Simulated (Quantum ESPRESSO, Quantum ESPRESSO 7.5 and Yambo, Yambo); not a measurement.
**NaF (Villiaumite): G0W0 on several meshes in Yambo**

Wanted: mesh dependence and cost of G0W0 for NaF (Villiaumite).

Main program and level: Quantum ESPRESSO 7.5 and Yambo 5.3.0; PBE and many-body steps on it, plane waves.

Most raw output is cut from this account.

The database entry behind the starting cell differs from later determinations by our own check (0.1 to 0.3 % short, probably kX units), so it need not match the best structure at ambient conditions.

**1. Starting point**

Symmetry: Fm-3m, No. 225, cubic system. Conventional cell: a = 4.620 Å, b = 4.620 Å, c = 4.620 Å, α = 90.00°, β = 90.00°, γ = 90.00°. Nearest to Na lie 6 F at 2.31 Å. Nearest to F lie 6 Na at 2.31 Å. Farther neighbours and most contacts between anions are not listed.

The cell and positions come from the Crystallography Open Database and are kept as given unless a step says otherwise.

**2. Empty states on the mesh, 2×2×2 mesh, 81 bands**

This step: Quantum ESPRESSO 7.5; DFT, PBE, plane waves, norm-conserving pseudopotentials.

The sums over transitions need many empty states on a uniform mesh; this step solves for them.

File pw.in:

```
&control
  calculation = 'nscf'
  prefix = 'x'
  outdir = 'o'
  pseudo_dir = 'pseudo'
/
&system
  ibrav = 0
  nat = 2
  ntyp = 2
  ecutwfc = 76.0
  nbnd = 81
  force_symmorphic = .true.
/
&electrons
  conv_thr = 1e-9
  electron_maxstep = 80
  diago_full_acc = .true.
  diago_thr_init = 5e-6
/
ATOMIC_SPECIES
  Na 22.99 Na.upf
  F 18.998 F.upf
CELL_PARAMETERS angstrom
  -0.0000000000 2.3100000000 2.3100000000
  2.3100000000 0.0000000000 2.3100000000
  2.3100000000 2.3100000000 0.0000000000
ATOMIC_POSITIONS crystal
  Na 0.0000000000 0.0000000000 0.0000000000
  F 0.5000000000 0.5000000000 0.5000000000
K_POINTS automatic
  2 2 2 0 0 0
```

Started as:

```bash
> OMP_NUM_THREADS=1 mpirun -n 4 pw.x -nk 4 -in pw.in > pw.out
```

The job ended after 1.7 s (4 MPI ranks of Arm Neoverse V1, shared host; peak memory 0.05 GiB).

This step gave:

```yaml
gap: 6.390 eV
k_of_the_valence_top: 0, 0, 0
k_of_the_conduction_bottom: 0, 0, 0
least_direct_gap: 6.390 eV
k_points_computed: 3
lowest_point_of_the_top_converged_band_above_the_valence_top: 114.7419 eV
```

On this mesh the gap is 6.390 eV.

The density comes from a self-consistent run that is not shown.

**3. Conversion and set-up**

This step: Yambo 5.3.0; conversion and set-up on PBE, plane waves, norm-conserving pseudopotentials.

The states are converted to the many-body program's format and the q mesh is built.

Started as:

```bash
> (cd o/x.save; p2y > p2y.log; mv SAVE ../..); yambo > setup.log
```

Wall time 1.9 s (1 MPI rank); peak memory 0.24 GiB.

**4. 2×2×2**

G0W0 replaces the xc potential by the self-energy, built once from these orbitals. Only a window of levels is corrected, while the sums run over the empty bands that the input names.

This step: G0W0 on PBE, plane waves, norm-conserving pseudopotentials.

File gw13.in:

```
HF_and_locXC
gw0
dyson
ppa
em1d
rim_cut
RandQpts= 1000000
RandGvec= 1 RL
EXXRLvcs= 76 Ry
VXCRLvcs= 304 Ry
Chimod= "HARTREE"
% BndsRnXp
 1 | 81 |
%
NGsBlkXp= 15.5 Ry
% LongDrXp
 1 | 1 | 1 |
%
% GbndRnge
 1 | 81 |
%
DysSolver= "n"
ExtendOut
PPAPntXp= 27.21138 eV
% QPkrange
 1 | 1 | 7 | 10 |
%
```

Started as:

```bash
> OMP_NUM_THREADS=1 mpirun -n 4 yambo -F gw13.in -J gw13 -C gw13 > gw13.log
```

Run time: 3.9 s. Hardware: 4 MPI ranks; peak memory 0.97 GiB; 11 s of CPU time.

This step gave:

```
G0W0 gap on the points computed              : 10.29 eV
starting gap on the mesh                     : 6.390 eV
k of the valence top                         : 0, 0, 0
k of the conduction bottom                   : 0, 0, 0
least direct G0W0 gap on the computed points : 10.29 eV
Z at the valence top                         : 0.8264
Z at the conduction bottom                   : 0.8978
```

The gap on the mesh goes from 6.39 eV to 10.29 eV, a correction of +3.90 eV.

**5. Empty states on the mesh, 6×6×6 mesh, 81 bands**

This step: Quantum ESPRESSO 7.5; DFT, PBE, plane waves, norm-conserving pseudopotentials.

pw.in: that of step 2 with these lines changed.

```diff
@@ -31,2 +31,2 @@
 K_POINTS automatic
-  2 2 2 0 0 0
+  6 6 6 0 0 0
```

Started as:

```bash
> OMP_NUM_THREADS=1 mpirun -n 4 pw.x -nk 4 -in pw.in > pw.out
```

It took 4.5 s on 4 MPI ranks; peak memory 0.23 GiB; 18 s of CPU time.

This step gave:

| Item | Value |
| --- | --- |
| gap | 6.390 eV |
| k of the valence top | 0, 0, 0 |
| k of the conduction bottom | 0, 0, 0 |
| least direct gap | 6.390 eV |
| k points computed | 16 |
| lowest point of the top converged band, above the valence top | 114.0002 eV |

On this mesh the gap is 6.390 eV.

**6. Conversion and set-up**

This step: Yambo 5.3.0; conversion and set-up on PBE, plane waves, norm-conserving pseudopotentials.

Started as:

```bash
> (cd o/x.save; p2y > p2y.log; mv SAVE ../..); yambo > setup.log
```

The job ended after 2.1 s (1 MPI rank; peak memory 0.24 GiB).

**7. 6×6×6**

This step: G0W0 on PBE, plane waves, norm-conserving pseudopotentials.

File gw14.in:

```
HF_and_locXC
gw0
dyson
ppa
em1d
rim_cut
RandQpts= 1000000
RandGvec= 1 RL
EXXRLvcs= 76 Ry
VXCRLvcs= 304 Ry
Chimod= "HARTREE"
% BndsRnXp
 1 | 81 |
%
NGsBlkXp= 15.5 Ry
% LongDrXp
 1 | 1 | 1 |
%
% GbndRnge
 1 | 81 |
%
DysSolver= "n"
ExtendOut
PPAPntXp= 27.21138 eV
% QPkrange
 1 | 1 | 7 | 10 |
%
```

Started as:

```bash
> OMP_NUM_THREADS=1 mpirun -n 4 yambo -F gw14.in -J gw14 -C gw14 > gw14.log
```

The job ended after 90 s (4 MPI ranks; peak memory 1.4 GiB; 5.9 min of CPU time).

This step gave:

```
G0W0 gap on the points computed              : 10.44 eV
starting gap on the mesh                     : 6.390 eV
k of the valence top                         : 0, 0, 0
k of the conduction bottom                   : 0, 0, 0
least direct G0W0 gap on the computed points : 10.44 eV
Z at the valence top                         : 0.8226
Z at the conduction bottom                   : 0.9038
```

Against G0W0 in Yambo (2×2×2 mesh, 81 bands, screening to 210.9 eV, Godby-Needs plasmon pole), the gap moves by +0.149 eV.

**8. Empty states on the mesh, 8×8×8 mesh, 81 bands**

This step: Quantum ESPRESSO 7.5; DFT, PBE, plane waves, norm-conserving pseudopotentials.

pw.in: that of step 5 with these lines changed.

```diff
@@ -31,2 +31,2 @@
 K_POINTS automatic
-  6 6 6 0 0 0
+  8 8 8 0 0 0
```

Started as:

```bash
> OMP_NUM_THREADS=1 mpirun -n 4 pw.x -nk 4 -in pw.in > pw.out
```

Wall time 8.3 s (4 MPI ranks); peak memory 0.23 GiB.

This step gave:

```
gap                                                           : 6.390 eV
k of the valence top                                          : 0, 0, 0
k of the conduction bottom                                    : 0, 0, 0
least direct gap                                              : 6.390 eV
k points computed                                             : 29
lowest point of the top converged band, above the valence top : 114.7132 eV
```

On this mesh the gap is 6.390 eV.

**9. Conversion and set-up**

This step: Yambo 5.3.0; conversion and set-up on PBE, plane waves, norm-conserving pseudopotentials.

Started as:

```bash
> (cd o/x.save; p2y > p2y.log; mv SAVE ../..); yambo > setup.log
```

Run time: 2.3 s. Hardware: 1 MPI rank; peak memory 0.24 GiB.

**10. 8×8×8**

This step: G0W0 on PBE, plane waves, norm-conserving pseudopotentials.

File gw15.in:

```
HF_and_locXC
gw0
dyson
ppa
em1d
rim_cut
RandQpts= 1000000
RandGvec= 1 RL
EXXRLvcs= 76 Ry
VXCRLvcs= 304 Ry
Chimod= "HARTREE"
% BndsRnXp
 1 | 81 |
%
NGsBlkXp= 15.5 Ry
% LongDrXp
 1 | 1 | 1 |
%
% GbndRnge
 1 | 81 |
%
DysSolver= "n"
ExtendOut
PPAPntXp= 27.21138 eV
% QPkrange
 1 | 1 | 7 | 10 |
%
```

Started as:

```bash
> OMP_NUM_THREADS=1 mpirun -n 4 yambo -F gw15.in -J gw15 -C gw15 > gw15.log
```

Run time: 5.7 min. Hardware: 4 MPI ranks; peak memory 1.6 GiB.

This step gave:

- G0W0 gap on the points computed: 10.44 eV
- starting gap on the mesh: 6.390 eV
- k of the valence top: 0, 0, 0
- k of the conduction bottom: 0, 0, 0
- least direct G0W0 gap on the computed points: 10.44 eV

Against G0W0 in Yambo (2×2×2 mesh, 81 bands, screening to 210.9 eV, Godby-Needs plasmon pole), the gap moves by +0.154 eV.

**11. Side by side**

Times are wall times on 4 MPI ranks of Arm Neoverse V1, shared host, good to a factor of about two.

| run | mesh | bands | screening cutoff (eV) | DFT gap (eV) | gap on the mesh (eV) | direct (eV) | time |
| --- | --- | --- | --- | --- | --- | --- | --- |
| 2×2×2 | 2×2×2 | 81 | 210.9 | 6.390 | 10.289 | 10.289 | 3.9 s |
| 6×6×6 | 6×6×6 | 81 | 210.9 | 6.390 | 10.438 | 10.438 | 90 s |
| 8×8×8 | 8×8×8 | 81 | 210.9 | 6.390 | 10.443 | 10.443 | 5.7 min |

**12. Outcome**

```
2×2×2        : 10.289 eV
6×6×6        : 10.438 eV
8×8×8        : 10.443 eV
known limits : not at the basis limit; coarse k mesh
```

6×6×6: +0.149 eV against 2×2×2. 8×8×8: +0.154 eV against 2×2×2. Bands and cutoff are finite, so the gap is not at the basis limit. The miss can reach some tenths of an eV and take either sign; the mesh is an error of its own. In the G0W0 runs levels were corrected at 1 k point alone, so a gap called «on the mesh» is the least over those, and an edge elsewhere would be missed. The 2×2×2 mesh is coarse for this cell, which bears on the long-range parts of exchange and screening.

[Paths, hosts, dates, memory and timing lines, banners, echoed tables and standing remarks are left out of the program output.]

[Logs are printed without paths, hosts, clocks, repeated set-up lines and the standing remarks that a program may print on its own settings, such as how far it seeks lower states.]

[Runs of the session that timed out or met a known fault of the program may be left out.]

[Hosts, paths, dates, database ids (printed as entryN), source tags and the programs' standing remarks are cut or masked in the printed files.]
